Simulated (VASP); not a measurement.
# BAs (F-43m) in VASP: notebook, part 2 of 2

VASP 6.6.1. The steps go on from the part before.

## 3. Relaxation of cell and atoms, PBE

This run uses another cell than the first one, of 13.91 Å³/atom, 1.021 times its volume.

INCAR

```
ALGO     = Fast           # electronic algorithm
EDIFF    = 0.05           # SCF threshold, eV
EDIFFG   = -0.002         # ionic threshold
ENCUT    = 520            # plane-wave cutoff, eV
GGA      = PE             # functional
IBRION   = 2              # ionic algorithm
ISIF     = 3              # what is computed and relaxed
ISMEAR   = 0              # smearing method
LASPH    = T              # aspherical terms in the spheres
LCHARG   = F              # write CHGCAR
LREAL    = F              # projectors in reciprocal space
LWAVE    = F              # write WAVECAR
NELM     = 60             # most SCF steps
NSW      = 80             # ionic steps
PREC     = Accurate       # precision mode
SIGMA    = 0.02           # smearing width, eV
```

KPOINTS

```
k-points
0
Gamma
  12 12 12
```

POSCAR

```
BAs                                     
1.0
   -0.0000000000      2.4047462178      2.4047462178
    2.4047462178     -0.0000000000      2.4047462178
    2.4047462178      2.4047462178     -0.0000000000
  B               As            
     1     1
Direct
     0.0000000000000000    0.0000000000000000    0.0000000000000000
     0.2500000000000000    0.2500000000000000    0.2500000000000000
```

Potentials or basis: VASP PAW PBE potentials, release 64 (B, As).

On the command line:

```bash
$ cat potpaw_PBE.64/B/POTCAR potpaw_PBE.64/As/POTCAR > POTCAR
$ mpirun -np 1 vasp_std > vasp.out
```

It took 40 s on 1 thread of Intel Xeon Platinum 8259CL at 2.50GHz (Skylake/Cascade Lake), shared host; peak memory 0.17 GiB.

The run converged. Its results:

| Quantity | Value |
| --- | --- |
| Free energy | -11.4140 eV |
| Relaxed volume | 13.96 Å³/atom |
| Relaxed cell | a = 3.405 Å, b = 3.405 Å, c = 3.405 Å, α = 60.00°, β = 60.00°, γ = 60.00° |
| Space group after relaxing (to 0.05 Å) | F-43m (No. 216) |
| Energy gained by relaxing | -0.1 meV/atom |
| Ionic steps | 6 |
| Pressure after relaxing | 0.0 GPa |
| Band gap on the k mesh | 1.21 eV, indirect (least direct gap 3.25 eV) |

Step by step:
```
step  energy change (eV)  largest force (eV/Å)  pressure (GPa)  volume (Å³)
   1              0.0000                0.0000            0.22        27.81
   2              0.0002                0.0000            0.38        27.89
   3              0.0005                0.0000           -0.28        28.12
   4              0.0003                0.0000           -0.59        28.02
   5              0.0001                0.0000           -0.25        27.94
   6              0.0002                0.0000           -0.02        27.92
```

Final structure:
```
B As
1.0
     0.00000    2.40786    2.40786
     2.40786    0.00000    2.40786
     2.40786    2.40786    0.00000
B As
1 1
Cartesian
  0.0000 0.0000 0.0000
  1.2039 1.2039 1.2039
```

Levels at points of the mesh, in eV from the valence-band top:
```
           k point  band 1  band 2  band 3  band 4  band 5  band 6  band 7  band 8
(0.00, 0.00, 0.00)  -15.18    0.00    0.00    0.00    3.25    3.25    3.25    4.38
(0.50, 0.00, 0.00)  -12.40   -8.61   -1.78   -1.78    2.55    4.75    4.75    8.82
(0.50, 0.50, 0.00)  -11.12   -8.40   -3.98   -3.98    1.46    1.46   11.14   11.14
```

A k mesh can miss the band edges. PBE gaps usually lie below the measured ones, often by a third to a half.

## 4. Single point, PBE

This run uses another cell than the first one, of 13.96 Å³/atom, 1.025 times its volume.

INCAR

```
ALGO = Fast
EDIFF = 0.05
ENCUT = 520
GGA = PE
ISIF = 2
ISMEAR = 0
LASPH = True
LCHARG = False
LREAL = False
LWAVE = False
NBANDS = 11
NELM = 60
PREC = Accurate
SIGMA = 0.02
```

KPOINTS is that of step 3.

POSCAR

```
BAs                                     
1.0
    0.0000000000      2.4078581865      2.4078581865
    2.4078581865      0.0000000000      2.4078581865
    2.4078581865      2.4078581865     -0.0000000000
  B               As            
     1     1
Direct
     0.0000000000000000    0.0000000000000000    0.0000000000000000
     0.2500000000000000    0.2500000000000000    0.2500000000000000
```

On the command line:

```bash
$ cat potpaw_PBE.64/B/POTCAR potpaw_PBE.64/As/POTCAR > POTCAR
$ mpirun -np 1 vasp_std > vasp.out
```

Run time: 16 s. Hardware: 1 thread of Intel Xeon Platinum 8259CL at 2.50GHz (Skylake/Cascade Lake), shared host; peak memory 0.17 GiB.

The run converged. Its results:

```
Free energy            : -11.4138 eV
Pressure               : -0.3 GPa
Band gap on the k mesh : 1.20 eV, indirect (least direct gap 3.25 eV)
```

Levels at points of the mesh, in eV from the valence-band top:
| k point | band 1 | band 2 | band 3 | band 4 | band 5 | band 6 | band 7 | band 8 | band 9 |
| --- | --- | --- | --- | --- | --- | --- | --- | --- | --- |
| (0.00, 0.00, 0.00) | -15.18 | 0.00 | 0.00 | 0.00 | 3.25 | 3.25 | 3.25 | 4.38 | 9.43 |
| (0.50, 0.00, 0.00) | -12.39 | -8.62 | -1.78 | -1.78 | 2.55 | 4.76 | 4.76 | 8.79 | 12.51 |
| (0.50, 0.50, 0.00) | -11.11 | -8.40 | -3.98 | -3.98 | 1.45 | 1.45 | 11.14 | 11.14 | 12.62 |

## 5. Single point, PBE (a relaxed cell with its volume scaled by 0.97)

INCAR is that of step 4.

KPOINTS is that of step 4.

POSCAR

```
BAs                                     
1.0
    0.0000000000      2.3835347237      2.3835347237
    2.3835347237      0.0000000000      2.3835347237
    2.3835347237      2.3835347237     -0.0000000000
  B               As            
     1     1
Direct
     0.0000000000000000    0.0000000000000000    0.0000000000000000
     0.2500000000000000    0.2500000000000000    0.2500000000000000
```

On the command line:

```bash
$ cat potpaw_PBE.64/B/POTCAR potpaw_PBE.64/As/POTCAR > POTCAR
$ mpirun -np 1 vasp_std > vasp.out
```

It took 15 s on 1 thread of Intel Xeon Platinum 8259CL at 2.50GHz (Skylake/Cascade Lake), shared host; peak memory 0.16 GiB.

The run converged. Its results:

```
Free energy            : -11.4024 eV
Pressure               : 4.0 GPa
Band gap on the k mesh : 1.17 eV, indirect (least direct gap 3.29 eV)
```

Levels at points of the mesh, in eV from the valence-band top:
| k point | band 1 | band 2 | band 3 | band 4 | band 5 | band 6 | band 7 | band 8 |
| --- | --- | --- | --- | --- | --- | --- | --- | --- |
| (0.00, 0.00, 0.00) | -15.45 | 0.00 | 0.00 | 0.00 | 3.29 | 3.29 | 3.29 | 4.76 |
| (0.50, 0.00, 0.00) | -12.55 | -8.84 | -1.83 | -1.83 | 2.73 | 4.79 | 4.79 | 8.86 |
| (0.50, 0.50, 0.00) | -11.22 | -8.57 | -4.10 | -4.10 | 1.41 | 1.43 | 11.43 | 11.43 |

## 6. Summary

```csv
task,cell,gap on the mesh (eV),pressure (GPa)
relaxation of cell and atoms,relaxed,1.21,0.0
single point,"F-43m, 13.96 Å³/atom",1.20,-0.3
single point,a relaxed cell with its volume scaled by 0.97,1.17,4.0
```

Alike in all rows: level PBE; potentials or basis VASP PAW PBE potentials, release 64 (B, As); no spin polarisation; k mesh 12 × 12 × 12; cutoff (eV) 520; smearing gaussian 0.02 eV.

Total energies depend on the potentials used, so only differences within one code and one set of settings carry meaning.
